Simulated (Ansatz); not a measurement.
Input for Ansatz (plane-wave DFT), Ca:

```yaml
crystal:
  lattice:
    - [1.971275995, -3.39549018, 0.0]
    - [1.971275995, 3.39549018, 0.0]
    - [0.0, 0.0, 6.50911174]
  atoms:
    - { symbol: Ca, position: [0.8355866, 0.1644134, 0.25] }
    - { symbol: Ca, position: [0.1644134, 0.8355866, 0.75] }
basis:
  ecutwfc: 370
kpoints:
  mp_grid: { grid: [4, 4, 2] }
hamiltonian:
  xc: pbe
scf:
  occupations: { method: gaussian, width: 0.1 }
output:
  forces: true
  stress: true
  eigenvalues: true
```

Command:

```bash
ansatz run input.yaml --threads 1 --pin off --max-ram 1331MiB --backend cpu --events-out ev --progress --plain --runs-dir out
```

Output, shortened (HF is the Harris–Foulkes energy, dr2 the density residual in eV):

```text
Warning: basis.ecutwfc = 370 eV is below the records' recommended 420 eV, and the density's cutoff is lower with it unless basis.ecutrho_ratio is high enough to keep the records' density cutoff: compare with a run at a higher cutoff
Pseudopotential: Ca, paw, valence charge 10, recommended cutoff 420 eV (normal)
Crystal: 2 atoms, lattice volume = 87.137 Å³
Basis set: ecut = 370 eV, 1401 PW (Γ), exchange–correlation on 50×50×90 points (8 copies of the dense FFT grid, shifted against one another)
Bands: 14, of which v1, the nominal top of the filled ones, is band 10 counted from 1 (9 counted from 0)
Symmetry: 8 space group operations
Space group: Cmcm (ITA 63), of the structure as read, at distance tolerance 4.4e-5 Å
k-points: 14 of 32
Initial density: superposition of atomic densities, corrected by the library's trained network
SCF iter   1: HF=-3633.733455 eV  Δρ=1.64e-3  dr2=1.68e-3
SCF iter   2: HF=-3633.734183 eV  Δρ=8.59e-4  dr2=5.01e-4
SCF iter   3: HF=-3633.734237 eV  Δρ=1.72e-4  dr2=5.43e-5
SCF iter   4: HF=-3633.734237 eV  Δρ=5.73e-5  dr2=6.58e-6
SCF iter   5: HF=-3633.734236 eV  Δρ=1.36e-5  dr2=3.07e-7
SCF iter   6: F=-3633.734236 eV  HF=-3633.734236 eV  Δρ=3.74e-6  dr2=2.34e-8
SCF 1 converged in 6 iterations: F = -3633.734236 eV  dr2 = 2.34e-8
SCF converged after 6 iterations
Free energy (F): -3633.734236 eV
E sigma→0 (E₀):  -3633.729768 eV
Entropy (-TS):   -0.008935 eV (-4.467 meV/atom)
Fermi energy:    4.702285 eV
--- Forces (eV/Å), atoms counted from 1 ---
  atom   1  Ca     0.00000000     0.01860393     0.00000000
  atom   2  Ca     0.00000000    -0.01860393    -0.00000000
--- Stress (GPa, compression-positive) ---
       -1.119126      -0.000000       0.000000
       -0.000000      -0.819509      -0.000000
        0.000000      -0.000000       0.750436
  P = ⅓ Tr σ = -0.3961 GPa (-3.961 kbar)
```

The inputs are trials, many of them unsound on purpose. Their numbers show the effect of the settings and aren't properties of the material.